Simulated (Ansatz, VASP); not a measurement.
## SiH3C (SiC wire along [111], 12 atoms a period, H-terminated): VASP beside Ansatz

One calculation is typed for both programs; each brings its own data sets. How far apart do they land? The structure shown is the start of the Ansatz relaxation below; VASP solves that cell, so the two are compared at the walk's first step.

Main program and level: Ansatz 0.2.0; plane waves, with VASP 6.6.1 beside it; single point at PBE.

### Step 1. Starting point

The cell holds 30 atoms: 6 Si, 6 C and 18 H. Cell: a = 12.298 Å, b = 12.818 Å, c = 7.586 Å, α = 90.0°, β = 90.0°, γ = 90.0°. Vacuum lies along a and b. The structure's axis is c.

### Step 2. Ansatz: relaxation, PBE

Ansatz runs on its default PAW (the set named soft_2) files.

The two programs are compared at the cell with which this relaxation starts, whose forces are those of its first step.

input.yaml

```yaml
crystal:
  lattice:
    - [12.298, 0.0, 0.0]
    - [0.0, 12.818, 0.0]
    - [0.0, 0.0, 7.5863825372]
  atoms:
    - { symbol: Si, position: [0.374064886, 0.512876955, 0.0] }
    - { symbol: Si, position: [0.625904836, 0.512876955, 0.0] }
    - { symbol: C, position: [0.374064886, 0.512876955, 0.25] }
    - { symbol: C, position: [0.625904836, 0.512876955, 0.25] }
    - { symbol: H, position: [0.499984861, 0.335002633, 0.26874392] }
    - { symbol: H, position: [0.528307668, 0.706440081, 0.26874392] }
    - { symbol: H, position: [0.723502004, 0.706440081, 0.26874392] }
    - { symbol: H, position: [0.299705139, 0.471686982, 0.299210982] }
    - { symbol: H, position: [0.374064886, 0.595256899, 0.299210982] }
    - { symbol: H, position: [0.700264583, 0.471686982, 0.299210982] }
    - { symbol: Si, position: [0.499984861, 0.44312631, 0.333333333] }
    - { symbol: Si, position: [0.625904836, 0.652378243, 0.333333333] }
    - { symbol: C, position: [0.499984861, 0.44312631, 0.583333333] }
    - { symbol: C, position: [0.625904836, 0.652378243, 0.583333333] }
    - { symbol: H, position: [0.402387693, 0.636689437, 0.602077253] }
    - { symbol: H, position: [0.625904836, 0.265251989, 0.602077253] }
    - { symbol: H, position: [0.723502004, 0.427437505, 0.602077253] }
    - { symbol: H, position: [0.425625114, 0.401936338, 0.632544315] }
    - { symbol: H, position: [0.625904836, 0.734758187, 0.632544315] }
    - { symbol: H, position: [0.700264583, 0.611188271, 0.632544315] }
    - { symbol: Si, position: [0.499984861, 0.582627599, 0.666666667] }
    - { symbol: Si, position: [0.625904836, 0.373375666, 0.666666667] }
    - { symbol: C, position: [0.499984861, 0.582627599, 0.916666667] }
    - { symbol: C, position: [0.625904836, 0.373375666, 0.916666667] }
    - { symbol: H, position: [0.276467718, 0.566938793, 0.935410586] }
    - { symbol: H, position: [0.374064886, 0.404753278, 0.935410586] }
    - { symbol: H, position: [0.723502004, 0.566938793, 0.935410586] }
    - { symbol: H, position: [0.499984861, 0.665007543, 0.965877649] }
    - { symbol: H, position: [0.551545089, 0.332185694, 0.965877649] }
    - { symbol: H, position: [0.700264583, 0.332185694, 0.965877649] }
kpoints:
  mp_grid: { grid: [1, 1, 11] }
scf:
  occupations: { method: fermi_dirac, width: 0.05 }
hamiltonian:
  xc: pbe
relax:
  cell: { fix: [a, b, alpha, beta, gamma] }
  max_steps: 60
```

Launch:

```
ansatz run input.yaml --threads 4 --pin off --max-ram 16384MiB --backend cpu --events-out ev --progress --plain --runs-dir out
```

Numbers of over 12 decimals in the logs are rounded to 6 here.

The program printed:

```text
Engine: ansatz 0.2.0, aarch64-unknown-linux-gnu
Pseudopotentials: kind: paw
Pseudopotential: Si, paw, valence charge 4, recommended cutoff 420 eV (normal), Si.paw.azcp
Pseudopotential: C, paw, valence charge 4, recommended cutoff 420 eV (normal), C.paw.azcp
Pseudopotential: H, paw, valence charge 1, recommended cutoff 420 eV (normal), H.paw.azcp
Functional definition: PBE
  parameter kappa = 0.804
  parameter beta = 0.066725
  exchange = pbe_x(kappa = kappa, mu = beta*pi^2/3)
  correlation = pbe_c(beta = beta)
Crystal: 30 atoms, lattice volume = 1195.885 Å³
Basis set: ecut = 420 eV, 23367 PW (Γ), exchange–correlation on 180×180×108 points (8 copies of the dense FFT grid, shifted against one another)
Bands: 63, of which v1, the nominal top of the filled ones, is band 33 counted from 1 (32 counted from 0)
Symmetry: 1 space group operations
Space group: P1 (ITA 1), of the structure as read, at distance tolerance 1.1e-4 Å
k-points: 6 of 11 (time reversal used)
Non-local potential: Si, projectors of the file, l = 0: 2, l = 1: 2, l = 2: 2
Non-local potential: C, projectors of the file, l = 0: 2, l = 1: 2, l = 2: 1
Non-local potential: H, projectors of the file, l = 0: 2, l = 1: 1
PAW form: soft (Blöchl's): semilocal exchange-correlation on the pseudo side does not see the compensation charge
PAW one-centre angular grid: Si, 110 points (default); XC on 64 Gauss nodes
PAW one-centre angular grid: C, 110 points (default); XC on 64 Gauss nodes
PAW one-centre angular grid: H, 110 points (default); XC on 64 Gauss nodes
Initial density: superposition of atomic densities (neutral atoms: chi_scale 0, normalization atom), corrected by the library's trained network
Initial wavefunctions: pseudopotential atomic-orbital guess
Functional: x = pbe(κ = 0.804, μ = 0.219515), c = pbe(β = 0.066725)
SCF iter   1: F=—  HF=-5609.407434 eV  |F-HF|=—  |Δ(HF+E_count)|=         —  Δρ=1.99e-3  dr2=5.67e-2  ethr=1.77e-3  ⟨swp⟩=8.0  Hψ=2305  notcnv=0  defer=53
preconditioner: auto → Resta (q_TF=auto, 1.683 Å⁻¹)  ε∞=1.6  [insulator: Δε(μ)=4.629 eV  Ē_g=11.380 eV  σ=0.050 eV  W_gap=1.00  n_scr=88 (ndim 8)  ℏωp=8.7 eV  f_vac=0.685  D(μ)=0.00/eV (n_scr^D=0)  ε∞_Penn≈1.6  vacuum switching on, ρ_ref=9.4e-3 e/Å³]
SCF iter   2: F=—  HF=-5609.410401 eV  |F-HF|=—  |Δ(HF+E_count)|=   2.97e-3  Δρ=7.43e-4  dr2=7.01e-3  ethr=8.59e-5  ⟨swp⟩=2.0  Hψ=598  notcnv=0  defer=147
SCF iter   3: F=—  HF=-5609.415977 eV  |F-HF|=—  |Δ(HF+E_count)|=   5.58e-3  Δρ=3.25e-4  dr2=1.26e-3  ethr=1.06e-5  ⟨swp⟩=2.0  Hψ=446  notcnv=0  defer=147
SCF iter   4: F=—  HF=-5609.417657 eV  |F-HF|=—  |Δ(HF+E_count)|=   1.68e-3  Δρ=8.35e-5  dr2=7.74e-5  ethr=1.91e-6  ⟨swp⟩=2.0  Hψ=459  notcnv=0  defer=147
SCF iter   5: F=—  HF=-5609.418114 eV  |F-HF|=—  |Δ(HF+E_count)|=   4.57e-4  Δρ=2.29e-5  dr2=6.90e-6  ethr=1.17e-7  ⟨swp⟩=2.0  Hψ=560  notcnv=0  defer=147
SCF iter   6: F=—  HF=-5609.418116 eV  |F-HF|=—  |Δ(HF+E_count)|=   1.90e-6  Δρ=6.77e-6  dr2=5.58e-7  ethr=1.04e-8  ⟨swp⟩=2.0  Hψ=421  notcnv=0  defer=147
SCF iter   7: F=-5609.418117 eV  HF=-5609.418117 eV  |F-HF|=1.16e-7  |Δ(HF+E_count)|=   5.97e-7  Δρ=2.35e-6  dr2=6.73e-8  ethr=1.52e-10  ⟨swp⟩=5.0  Hψ=1175  notcnv=0
SCF 1 converged in 7 iterations: F = -5609.418117 eV  dr2 = 6.73e-8
  greatest PAW one-centre occupation: 0.643 electrons in one spin orbital (limit 2), on the C atom at site 23 (counted from 0), in its partial waves of l = 0
relax step   1: F+E_penalty+E_count = -5609.41811667 eV  Δ(F+E_penalty+E_count) = +0.000e0 eV  max|allowed force component| = 8.831e-1 eV/Å  Δτ_max = 0.0000 Å  P = +0.045 GPa  Ω = 1195.885 Å³  fix = [a, b, alpha, beta, gamma]  reactions: a -0.092, b -0.092 GPa; alpha -0.000, beta +0.000, gamma +0.000 GPa/rad  (7 SCF iters, dr2 threshold 1.00e-7 eV, accepted)
[...]
relax step   7: F+E_penalty+E_count = -5609.75882210 eV  Δ(F+E_penalty+E_count) = -3.125e-4 eV  max|allowed force component| = 5.554e-3 eV/Å  Δτ_max = 0.0136 Å  P = -0.008 GPa  Ω = 1220.105 Å³  energy of the carried Pulay correction = -8.945e-3 eV  fix = [a, b, alpha, beta, gamma]  reactions: a -0.007, b -0.009 GPa; alpha -0.000, beta -0.000, gamma +0.000 GPa/rad  (8 SCF iters, accepted)
[...]
relax step   8: F+E_penalty+E_count = -5609.77011515 eV  Δ(F+E_penalty+E_count) = -1.129e-2 eV  max|allowed force component| = 5.959e-3 eV/Å  Δτ_max = 0.0000 Å  P = +0.003 GPa  Ω = 1220.105 Å³  fix = [a, b, alpha, beta, gamma]  reactions: a -0.003, b -0.005 GPa; alpha -0.000, beta -0.000, gamma +0.000 GPa/rad  stress off target by 1.57e-2 GPa on what of the cell is left free  SCF on the basis re-selected at this cell (its energy is not comparable with the rows above)  (7 SCF iters)
basis re-selected at this cell: Δ(F+E_penalty+E_count) = -1.129e-2 eV, ΔP = +0.011 GPa vs the last step (what re-selecting the basis moved, of the pressure what is left beyond the Pulay correction that the steps carried, after the strain that the cell walked since its last selection, with what the two solves' SCF thresholds leave and, on support functions, any second-order correction that the steps lacked; it is no m [...]
SCF converged after 7 iterations
Free energy (F): -5609.770115 eV
Harris-Foulkes:  -5609.770115 eV  (|F-HF|=3.75e-10)
Internal energy: -5609.770115 eV  (E = F + TS)
E sigma→0 (E₀):  -5609.770115 eV
Fermi energy:    -2.070639 eV
--- Per-component energies (eV) ---
  E_band       = -588.368949
  E_kinetic    = 1043.584909
  E_local      = -9491.077030  (includes V_loc(G=0)·N_el)
  E_nonlocal   = 343.521583
  E_hartree    = 4217.596751
  E_xc         = -785.397368
  E_vxc        = -851.200370  (∫ρ·V_xc dr)
  E_paw        = -3683.212537  (= ΣΔE_a)
  E_vpaw       = -68.368495  (= ΣTr[D̂ρ^β])
  E_aug_tail   = -0.023323  (compensation charges beyond the density's cutoff)
  E_ewald      = 2745.236900
  E_smearing   = -0.000000  (= −TS)
  E_closure    = 0.000000  (closes the sum)
  Σ components = -5609.770115   (vs F -5609.770115, Δ=0.00e0)
--- Forces (eV/Å), atoms counted from 1 ---
  atom   1  Si    -0.00279656    -0.00079577     0.00012018
  atom   2  Si     0.00096411     0.00002434     0.00348006
  atom   3  C     -0.00135058     0.00595928    -0.00226171
  atom   4  C     -0.00052456     0.00066943     0.00141850
  atom   5  H     -0.00064480    -0.00127042    -0.00106696
  atom   6  H      0.00031110    -0.00063949     0.00097732
  atom   7  H     -0.00244548    -0.00119570     0.00306388
  atom   8  H      0.00389676     0.00013223    -0.00081738
  atom   9  H      0.00143730    -0.00537500    -0.00230537
  atom  10  H     -0.00231519    -0.00161414    -0.00255605
  atom  11  Si    -0.00043249    -0.00076792     0.00340986
  atom  12  Si     0.00073814     0.00300203     0.00018674
  atom  13  C      0.00097775    -0.00014665     0.00140896
  atom  14  C      0.00578186    -0.00186205    -0.00229361
  atom  15  H     -0.00073942     0.00120878    -0.00102674
  atom  16  H      0.00018320     0.00273189     0.00309215
  atom  17  H     -0.00075587     0.00003326     0.00102610
  atom  18  H     -0.00025081     0.00278769    -0.00254525
  atom  19  H     -0.00181198    -0.00339421    -0.00081665
  atom  20  H     -0.00537110     0.00144329    -0.00232175
  atom  21  Si    -0.00039248     0.00099272     0.00345714
  atom  22  Si     0.00206920    -0.00215194     0.00008310
  atom  23  C     -0.00055066    -0.00077333     0.00137528
  atom  24  C     -0.00446223    -0.00428276    -0.00229646
  atom  25  H      0.00220517    -0.00148678     0.00305082
  atom  26  H      0.00041331     0.00054354     0.00094128
  atom  27  H      0.00138779     0.00006652    -0.00105003
  atom  28  H      0.00256059    -0.00118806    -0.00252602
  atom  29  H      0.00397884     0.00399641    -0.00234666
  atom  30  H     -0.00206187     0.00335250    -0.00085026
  max |Σ_I F_I| component: 1.05e-5 eV/Å
--- Stress (GPa, compression-positive) ---
       -0.003067      -0.000045       0.000058
       -0.000045      -0.004830       0.000200
        0.000058       0.000200       0.015742
  P = ⅓ Tr σ = 0.0026 GPa (0.026 kbar)
--- Relaxed structure (7 steps of the walk, 7 accepted, 1 SCFs on fresh bases) ---
  F+E_penalty+E_count = -5609.77011515 eV   max|allowed force component| = 5.959e-3 eV/Å   (the final SCF, on the basis selected at the relaxed cell)
  cell:  # Å, volume = 1220.1047 Å³
    - [12.298, 0, 0]
    - [0, 12.818, 0]
    - [0, 0, 7.740025]
  atoms:
    - { symbol: Si, position: [0.370562, 0.516812, 0.00389058] }
    - { symbol: Si, position: [0.624831, 0.513693, 0.00338838] }
    - { symbol: C, position: [0.373583, 0.504799, 0.246764] }
    - { symbol: C, position: [0.622514, 0.516464, 0.247499] }
    - { symbol: H, position: [0.505023, 0.332325, 0.276171] }
    - { symbol: H, position: [0.541272, 0.717982, 0.261858] }
    - { symbol: H, position: [0.736081, 0.702640, 0.281453] }
    - { symbol: H, position: [0.302252, 0.459128, 0.287957] }
    - { symbol: H, position: [0.363779, 0.583315, 0.302591] }
    - { symbol: H, position: [0.696487, 0.475594, 0.292225] }
    - { symbol: Si, position: [0.501254, 0.443652, 0.336719] }
    - { symbol: Si, position: [0.631233, 0.653354, 0.337219] }
    - { symbol: C, position: [0.504922, 0.444167, 0.580832] }
    - { symbol: C, position: [0.618838, 0.656857, 0.580086] }
    - { symbol: H, position: [0.397423, 0.633810, 0.609491] }
    - { symbol: H, position: [0.616090, 0.256665, 0.614914] }
    - { symbol: H, position: [0.727436, 0.410757, 0.595180] }
    - { symbol: H, position: [0.431025, 0.403166, 0.625554] }
    - { symbol: H, position: [0.613249, 0.738971, 0.621221] }
    - { symbol: H, position: [0.694617, 0.625783, 0.635956] }
    - { symbol: Si, position: [0.499821, 0.581350, 0.670050] }
    - { symbol: Si, position: [0.624068, 0.368458, 0.670589] }
    - { symbol: C, position: [0.498457, 0.578012, 0.914163] }
    - { symbol: C, position: [0.633463, 0.377023, 0.913446] }
    - { symbol: H, position: [0.273592, 0.579193, 0.948088] }
    - { symbol: H, position: [0.357220, 0.409712, 0.928626] }
    - { symbol: H, position: [0.723414, 0.572484, 0.942821] }
    - { symbol: H, position: [0.498355, 0.659911, 0.958890] }
    - { symbol: H, position: [0.567511, 0.329627, 0.969349] }
    - { symbol: H, position: [0.710370, 0.340606, 0.954604] }
```

In the SCF lines HF is the Harris–Foulkes energy and dr2 the Hartree energy of the density residual, in eV; the loop may stop once dr2 is under the threshold and the program's other checks hold. Hψ counts applications of the Hamiltonian.

(Part 1 of 2 ends here.)

[Lines on the potential files, build, host, timing and source positions are cut from VASP's logs without a mark.]

[Logs are printed without paths, hosts, clocks, repeated set-up lines and the standing remarks that a program may print on its own settings, such as how far it seeks lower states.]

[Hosts, paths, dates, database ids (printed as entryN), source tags and the programs' standing remarks are cut or masked in the printed files.]
